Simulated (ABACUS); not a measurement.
## WC (Qusongite) under changes of volume

One of the cells (10.376 Å³/atom); the others are scaled copies at fixed shape and fractional positions:

```
W C
1.0
     2.90650    0.00000    0.00000
    -1.45325    2.51710    0.00000
     0.00000    0.00000    2.83660
W C
1 1
Direct
  0.00000 0.00000 0.00000
  0.66667 0.33333 0.50000
```

* Program: ABACUS 3.10.1
* Functional: PBEsol
* Potentials or basis: PseudoDojo NC SR 0.4.1 PBEsol standard
* Cutoff: 1116 eV
* Density cutoff: 4463 eV
* Basis: plane waves
* k mesh: 10 × 10 × 9
* Occupations: fermi-dirac, width 0.05 eV
* Spin: no spin polarisation

```tsv
volume (Å³/atom)	energy over the lowest point (meV/atom)	pressure (GPa)
9.754	40.06	25.0
9.961	14.36	14.6
10.169	?	?
10.376	0.00	-3.1
10.584	8.89	-10.7
10.791	27.07	-17.5
10.999	53.59	-23.6
```

Problem. What does the run at 10.169 Å³/atom give?

Solution. Energy over the lowest point 1.44 meV/atom; pressure 5.3 GPa.

Worked out: A Birch-Murnaghan fit of order 3 (a polynomial in V^(-2/3)) to the other rows has its minimum at 10.30 Å³/atom with B0 = V·E''(V) = 412 GPa and B' = 4.4 at fixed shape and positions, which overstates the stiffness. It gives 1.40 meV/atom at 10.169 Å³/atom, against the run's 1.44, and -dE/dV = 5.4 GPa, against 5.3.

Energies are extrapolated to zero smearing.
